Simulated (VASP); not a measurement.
# NiSb (F-43m) in VASP: settings compared, part 2 of 2

VASP 6.6.1. Earlier steps stand in the parts before.

**5. Relaxation of cell and atoms, PBEsol+D4**

This run uses another cell than the first one, of 26.69 Å³/atom, 1.198 times its volume.

INCAR

```
PREC     = Accurate       # precision mode
ENCUT    = 600            # plane-wave cutoff, eV
EDIFF    = 1E-7           # SCF threshold, eV
ISMEAR   = -1             # smearing method
SIGMA    = 0.0834         # smearing width, eV
LREAL    = False          # projectors in reciprocal space
LASPH    = True           # aspherical terms in the spheres
NELM     = 100            # most SCF steps
ALGO     = Normal         # electronic algorithm
ISIF     = 3              # what is computed and relaxed
LWAVE    = False          # write WAVECAR
LCHARG   = False          # write CHGCAR
GGA      = PS             # functional
IVDW     = 13             # dispersion correction
IBRION   = 2              # ionic algorithm
NSW      = 60             # ionic steps
EDIFFG   = -0.01          # ionic threshold
```

KPOINTS

```
Automatic mesh
0
Gamma
  5 5 5
```

POSCAR

```
NiSb
1.0
    0.0000000000      2.9884500800      2.9884500800
    2.9884500800      0.0000000000      2.9884500800
    2.9884500800      2.9884500800      0.0000000000
Ni Sb
1 1
Direct
    0.7500000000      0.7500000000      0.7500000000
    0.0000000000      0.0000000000      0.0000000000
```

Potentials or basis: VASP PAW PBE potentials, release 64 (Ni, Sb).

Started as:

```console
> cat potpaw_PBE.64/Ni/POTCAR potpaw_PBE.64/Sb/POTCAR > POTCAR
> mpirun -np 1 vasp_std > vasp.out
```

OUTCAR:

```text
PREC = Accurate
   ENCUT = 600
   EDIFF = 1E-7
   ISMEAR = -1
   LREAL = False
   LASPH = True
   NELM = 100
   ISIF = 3
   GGA = PS
   IVDW = 13
   IBRION = 2
   NSW = 60
   EDIFFG = -0.01

 ion  position               nearest neighbor table
   1  0.750  0.750  0.750-   2 2.59   2 2.59   2 2.59   2 2.59
   2  0.000  0.000  0.000-   1 2.59   1 2.59   1 2.59   1 2.59

  LATTYP: Found a face centered cubic cell.
 ALAT       =     5.9769001600

  Lattice vectors:

 A1 = (   0.0000000000,   2.9884500800,   2.9884500800)
 A2 = (   2.9884500800,   0.0000000000,   2.9884500800)
 A3 = (   2.9884500800,   2.9884500800,   0.0000000000)

Analysis of symmetry for initial positions (statically):
=====================================================================
 Subroutine PRICEL returns:
 Original cell was already a primitive cell.

 Routine SETGRP: Setting up the symmetry group for a
 face centered cubic supercell.

 Subroutine GETGRP returns: Found 24 space group operations
 (whereof 24 operations were pure point group operations)
 out of a pool of 48 trial point group operations.

The static configuration has the point symmetry T_d .

Analysis of symmetry for dynamics (positions and initial velocities):
=====================================================================
 Subroutine PRICEL returns:
 Original cell was already a primitive cell.

 Routine SETGRP: Setting up the symmetry group for a
 face centered cubic supercell.

 Subroutine GETGRP returns: Found 24 space group operations
 (whereof 24 operations were pure point group operations)
 out of a pool of 48 trial point group operations.
[... 132 lines left out ...]
  ext. energy  EPLUGINS =         0.00000000
  ---------------------------------------------------
  free energy    TOTEN  =        -9.90170933 eV

  energy without entropy =       -9.83614888  energy(sigma->0) =       -9.86892911

 E-fermi :   4.3058     XC(G=0):  -9.3939

 val. band max:        4.2126912150   @ k =  -0.4000   0.2000   0.0000
 cond. band min:       4.3311575816   @ k =  -0.4000   0.4000   0.0000
 fundamental gap:      0.1184663666
 Fermi energy:         4.3057920273

 k-point     1 :       0.0000    0.0000    0.0000
  band No.  band energies     occupation
      1      -5.8597      2.00000
      2       2.0248      2.00000
      3       2.0248      2.00000
      4       2.0248      2.00000
      5       2.9613      2.00000
      6       2.9613      2.00000
      7       7.1196      0.00000
      8       7.1196      0.00000
      9       7.1196      0.00000
     10       8.5050      0.00000
     11      10.2351      0.00000
[... 203 lines left out ...]
--------------------------------------- Ionic step        3  -------------------------------------------

 number of electron      14.9999997 magnetization

 Free energy of the ion-electron system (eV)
  ---------------------------------------------------
  ext. energy  EPLUGINS =         0.00000000
  ---------------------------------------------------
  free energy    TOTEN  =       -10.22163770 eV

  energy without entropy =      -10.15537255  energy(sigma->0) =      -10.18850512

 E-fermi :   6.2934     XC(G=0): -10.2833

 val. band max:        6.2402815163   @ k =  -0.4000   0.2000   0.0000
 cond. band min:       6.2940401885   @ k =  -0.4000   0.4000   0.0000
 fundamental gap:      0.0537586721
 Fermi energy:         6.2933518249

 k-point     1 :       0.0000    0.0000    0.0000
  band No.  band energies     occupation
      1      -4.8471      2.00000
      2       3.4655      2.00000
      3       3.4655      2.00000
      4       3.4655      2.00000
      5       4.5589      2.00000
      6       4.5589      2.00000
      7      10.0530      0.00000
      8      10.0530      0.00000
      9      10.0530      0.00000
     10      12.1275      0.00000
     11      12.7186      0.00000
[... 157 lines left out ...]
  FREE ENERGIE OF THE ION-ELECTRON SYSTEM (eV)
  ---------------------------------------------------
  free  energy   TOTEN  =       -10.7749386025 eV

  energy  without entropy=      -10.7086734528  energy(sigma->0) =      -10.74180603

 reached required accuracy - stopping structural energy minimisation
```

OSZICAR:

```text
N       E                     dE             d eps       ncg     rms          rms(c)
DAV:   1     0.626818494479E+02    0.62682E+02   -0.63675E+03   220   0.133E+03
DAV:   2    -0.777234355254E+01   -0.70454E+02   -0.67075E+02   229   0.241E+02
DAV:   3    -0.108142049114E+02   -0.30419E+01   -0.28327E+01   247   0.560E+01
[... 36 lines left out ...]
DAV:   8    -0.102216430867E+02   -0.65696E-05   -0.57154E-05   291   0.121E-01    0.373E-02
DAV:   9    -0.102216378857E+02    0.52010E-05   -0.84721E-06   333   0.360E-02    0.147E-02
DAV:  10    -0.102216379437E+02   -0.58081E-07   -0.12551E-06   327   0.142E-02    0.640E-03
DAV:  11    -0.102216377783E+02    0.16544E-06   -0.35732E-07   136   0.115E-02    0.295E-03
DAV:  12    -0.102216376993E+02    0.79012E-07   -0.31606E-08   116   0.184E-03
   3 F= -.10774939E+02 E0= -.10741806E+02  d E =-.409103E+00
```

CONTCAR:

```text
NiSb
   1.00000000000000
    -0.0000000000000000    2.7975955788054176    2.7975955788054176
     2.7975955788054176    0.0000000000000000    2.7975955788054176
     2.7975955788054176    2.7975955788054176    0.0000000000000000
  Ni              Sb
     1     1
Direct
     0.7500000000000000    0.7500000000000000    0.7500000000000000
     0.0000000000000000    0.0000000000000000    0.0000000000000000

  0.00000000E+00  0.00000000E+00  0.00000000E+00
  0.00000000E+00  0.00000000E+00  0.00000000E+00
```

It took 32 s on 1 thread of Intel Xeon Platinum 8259CL at 2.50GHz (Skylake/Cascade Lake), shared host; peak memory 0.21 GiB.

What came out:

```yaml
Free_energy: -10.7749 eV
Relaxed_volume: 21.90 Å³/atom
Relaxed_cell: a = 3.956 Å, b = 3.956 Å, c = 3.956 Å, α = 60.00°, β = 60.00°, γ = 60.00°
Space_group_after_relaxing_to_0.05_Å: F-43m (No. 216)
Energy_gained_by_relaxing: 204.6 meV/atom
Ionic_steps: 3
Pressure_after_relaxing: 0.0 GPa
Band_gap_on_the_k_mesh: none (metal or under the smearing width)
Dispersion_energy_per_atom: -0.277 eV
```

Step by step:
```
step  energy change (eV)  largest force (eV/Å)  pressure (GPa)  volume (Å³)
   1              0.0000                0.0000          -11.18        53.38
   2             -0.3139                0.0000            9.14        40.25
   3             -0.4091                0.0000            0.01        43.79
```

Final structure:
```
Ni Sb
1.0
     0.00000    2.79760    2.79760
     2.79760    0.00000    2.79760
     2.79760    2.79760    0.00000
Ni Sb
1 1
Cartesian
  4.1964 4.1964 4.1964
  0.0000 0.0000 0.0000
```

Levels at points of the mesh, in eV from the Fermi level:
```
           k point  band 4  band 5  band 6  band 7  band 8  band 9  band 10  band 11
(0.00, 0.00, 0.00)   -2.83   -1.73   -1.73    3.76    3.76    3.76     5.83     6.43
```

Caveat: the k mesh is coarse (spacing up to 0.36 Å⁻¹), so the values aren't converged; the volume moved by over 15 % at a fixed basis, so the end points are rough; the PAW data sets were made with another functional, which shifts forces and pressure a little; pairwise dispersion overbinds metals, which lowers pressure and volume.

**6. Single point, PBEsol**

This run uses another cell than the first one, of 19.53 Å³/atom, 0.876 times its volume.

INCAR

```
SYSTEM = NiSb
ALGO = Normal ; EDIFF = 1E-6
ENCUT = 520 ; GGA = PS
ISIF = 2 ; ISMEAR = -1
ISYM = 0 ; LASPH = .TRUE.
LCHARG = .TRUE. ; LELF = .TRUE.
LREAL = .FALSE. ; LVHAR = .TRUE.
LWAVE = .FALSE. ; NBANDS = 14
NELM = 100 ; PREC = Accurate
SIGMA = 0.0834
```

KPOINTS

```
Automatic mesh
0
Gamma
  5 5 5
  0.5 0.5 0.5
```

POSCAR

```
NiSb
1.0
    0.7540367735      3.1178470799      3.1178470799
    3.1178470799      0.7540367735      3.1178470799
    3.1178470799      3.1178470799      0.7540367735
Ni Sb
1 1
Direct
    0.7724447951      0.7724447951      0.7724447951
   -0.0224447951     -0.0224447951     -0.0224447951
```

Potentials or basis: VASP PAW PBE potentials, release 64 (Ni, Sb).

Started as:

```console
> cat potpaw_PBE.64/Ni/POTCAR potpaw_PBE.64/Sb/POTCAR > POTCAR
> mpirun -np 1 vasp_std > vasp.out
```

Run time: 43 s. Hardware: 1 thread of Intel Xeon Platinum 8259CL at 2.50GHz (Skylake/Cascade Lake), shared host; peak memory 0.22 GiB.

It converged, with:

```
Free energy            : -10.4345 eV
Pressure               : 0.1 GPa
Largest force          : 0.024 eV/Å
Band gap on the k mesh : none (metal or under the smearing width)
```

Forces in eV/Å, atoms in the order of the input:
```
Ni   0.014  0.014  0.014
Sb  -0.014 -0.014 -0.014
```

Levels at points of the mesh, in eV from the Fermi level:
| k point | band 4 | band 5 | band 6 | band 7 | band 8 | band 9 | band 10 | band 11 | band 12 | band 13 |
| --- | --- | --- | --- | --- | --- | --- | --- | --- | --- | --- |
| (0.50, 0.50, 0.50) | -1.81 | -1.81 | -1.54 | -1.54 | 4.67 | 4.67 | 9.40 | 9.90 | 9.90 | 10.32 |

Caveat: the k mesh is coarse (spacing up to 0.45 Å⁻¹), so the values aren't converged; the PAW data sets were made with another functional, which shifts forces and pressure a little. Spin polarisation is off, so any magnetic state and its effect on volume and gap are missing.

**7. Relaxation of cell and atoms, PBEsol**

This run uses another cell than the first one, of 26.69 Å³/atom, 1.198 times its volume.

INCAR

```
SYSTEM = NiSb
ALGO = Normal
EDIFF = 1E-6
EDIFFG = -0.01
ENCUT = 600
GGA = PS
IBRION = 2
ISIF = 3
ISMEAR = -1
ISYM = 0
LASPH = .True.
LCHARG = .False.
LREAL = .False.
LWAVE = .False.
NELM = 100
NSW = 60
PREC = Accurate
SIGMA = 0.0834
```

KPOINTS is that of step 6.

POSCAR

```
NiSb
1.0
    0.0000000000      2.9884500800      2.9884500800
    2.9884500800      0.0000000000      2.9884500800
    2.9884500800      2.9884500800      0.0000000000
Ni Sb
1 1
Direct
    0.7500000000      0.7500000000      0.7500000000
    0.0000000000      0.0000000000      0.0000000000
```

Started as:

```console
> cat potpaw_PBE.64/Ni/POTCAR potpaw_PBE.64/Sb/POTCAR > POTCAR
> mpirun -np 1 vasp_std > vasp.out
```

It took 6 min on 1 thread of Intel Xeon Platinum 8259CL at 2.50GHz (Skylake/Cascade Lake), shared host; peak memory 0.39 GiB.

Results (log left out):

- Free energy: -10.2703 eV
- Relaxed volume: 22.13 Å³/atom
- Relaxed cell: a = 3.970 Å, b = 3.970 Å, c = 3.970 Å, α = 60.00°, β = 60.00°, γ = 60.00°
- Space group after relaxing (to 0.05 Å): F-43m (No. 216)
- Energy gained by relaxing: 173.0 meV/atom
- Ionic steps: 3
- Pressure after relaxing: 0.0 GPa
- Band gap on the k mesh: none (metal or under the smearing width)

Step by step:
| step | energy change (eV) | largest force (eV/Å) | pressure (GPa) | volume (Å³) |
| --- | --- | --- | --- | --- |
| 1 | 0.0000 | 0.0000 | -10.13 | 53.38 |
| 2 | -0.2902 | 0.0000 | 6.66 | 41.37 |
| 3 | -0.3460 | 0.0000 | -0.03 | 44.26 |

Final structure:
```
CELL_PARAMETERS angstrom
0.00000 2.80755 2.80755
2.80755 0.00000 2.80755
2.80755 2.80755 0.00000
ATOMIC_POSITIONS crystal
Ni 0.75000 0.75000 0.75000
Sb 0.00000 0.00000 0.00000
```

Levels at points of the mesh, in eV from the Fermi level:
```
           k point  band 4  band 5  band 6  band 7  band 8  band 9  band 10  band 11
(0.50, 0.50, 0.50)   -2.63   -1.65   -1.65   -1.56    1.88    1.88     5.15     7.06
(0.50, 0.00, 0.00)   -2.63   -1.65   -1.65   -1.56    1.88    1.88     5.15     7.06
(0.00, 0.00, 0.50)   -2.63   -1.65   -1.65   -1.56    1.88    1.88     5.15     7.06
(0.00, 0.50, 0.00)   -2.63   -1.65   -1.65   -1.56    1.88    1.88     5.15     7.06
```

Caveat: the k mesh is coarse (spacing up to 0.36 Å⁻¹), so the values aren't converged; the volume moved by over 15 % at a fixed basis, so the end points are rough; the PAW data sets were made with another functional, which shifts forces and pressure a little. Spin polarisation is off, so any magnetic state and its effect on volume and gap are missing.

**8. Summary**

| task | level | cell | k mesh | cutoff (eV) | gap on the mesh (eV) | pressure (GPa) | relaxed volume (Å³/atom) |
| --- | --- | --- | --- | --- | --- | --- | --- |
| single point | PBEsol | F-43m, 22.28 Å³/atom | 5 × 5 × 5 | 520 | none | 0.0 | - |
| relaxation of cell and atoms | PBEsol | relaxed | 5 × 5 × 5 | 600 | none | 0.0 | 22.28 |
| single point | PBEsol+D4 | F-43m, 21.91 Å³/atom | 5 × 5 × 5 | 520 | none | 0.0 | - |
| relaxation of cell and atoms | PBEsol+D4 | relaxed | 5 × 5 × 5 | 600 | none | 0.0 | 21.90 |
| single point | PBEsol | R3m, 19.53 Å³/atom | 5 × 5 × 5, shifted | 520 | none | 0.1 | - |
| relaxation of cell and atoms | PBEsol | relaxed | 5 × 5 × 5, shifted | 600 | none | 0.0 | 22.13 |

Alike in all rows: potentials or basis VASP PAW PBE potentials, release 64 (Ni, Sb); no spin polarisation; smearing fermi-dirac 0.0834 eV; the mesh is coarse, so values aren't converged.

Caveats: all runs use coarse meshes; the PAW data sets were made with another functional, which shifts forces and pressure a little; the volume moved by over 15 % at a fixed basis, so the end points are rough (some runs); pairwise dispersion overbinds metals, which lowers pressure and volume (some runs).

Total energies depend on the potentials used, so only differences within one code and one set of settings carry meaning.
